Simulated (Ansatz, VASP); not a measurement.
# One calculation of Si, two programs

Contents of INCAR:

```
PREC = Accurate
ENCUT = 520
EDIFF = 1E-7
ISMEAR = -1
SIGMA = 0.05
LREAL = F
LASPH = T
NELM = 80
ALGO = Normal
ISIF = 2
LWAVE = F
LCHARG = F
GGA = B5
ALDAX = 1.0
AGGAX = 1.0
AGGAC = 1.0
ALDAC = 0.0
IVDW = 12
VDW_S6 = 1.0
VDW_S8 = 2.6996
VDW_A1 = 0.4298
VDW_A2 = 4.2359
NBANDS = 11
```

The input KPOINTS:

```
regular mesh
0
Gamma
  8 8 8
```

Contents of POSCAR:

```
Si
1.0
    0.0000000000      2.7035831784      2.7035831784
    2.7035831784      0.0000000000      2.7035831784
    2.7035831784      2.7035831784      0.0000000000
Si
2
Direct
    0.5000000000      0.5000000000      0.5000000000
    0.7500000000      0.7500000000      0.7500000000
```

File input.yaml:

```yaml
crystal:
  lattice:
    - [0.0, 2.7035831784, 2.7035831784]
    - [2.7035831784, 0.0, 2.7035831784]
    - [2.7035831784, 2.7035831784, 0.0]
  atoms:
    - { symbol: Si, position: [0.5, 0.5, 0.5] }
    - { symbol: Si, position: [0.75, 0.75, 0.75] }
hamiltonian:
  xc: blyp
  pseudopotentials: { kind: paw }
  dispersion: d3bj
kpoints:
  mp_grid: { grid: [8, 8, 8] }
scf:
  occupations: { method: fermi_dirac, width: 0.05 }
output:
  forces: true
  stress: true
  eigenvalues: true
  write_density: true
  write_potential: true
  elf: true
  volumetric_format: npy
```

Alike in both runs: task single point; functional BLYP; dispersion D3(BJ); k mesh 8 × 8 × 8; occupations fermi-dirac, width 0.05 eV; no spin polarisation.

```csv
,VASP,Ansatz
version,VASP 6.6.1,Ansatz 0.2.0
potentials or method,"VASP PAW PBE potentials, release 64 (Si)",Ansatz PAW
plane-wave cutoff (eV),520,420
valence electrons in the cell,8,8
```

|  | VASP | Ansatz | Ansatz less VASP |
| --- | --- | --- | --- |
| gap on the k mesh at the Fermi level (eV) | 0.82 | 0.81 | -0.010 |
| least direct gap on the mesh (eV) | 2.71 | 2.70 | -0.011 |
| pressure (GPa) | 0.5 | 0.3 | -0.16 |
| dispersion energy (meV/atom) | -707.4 | -707.5 | -0.07 |

Caveats: the PAW data sets were made with another functional, which shifts forces and pressure a little (VASP); the PAW data sets come from PBE, with cores solved anew for the run's functional, which leaves a small shift of forces and pressure (Ansatz). A k mesh can miss the band edges.
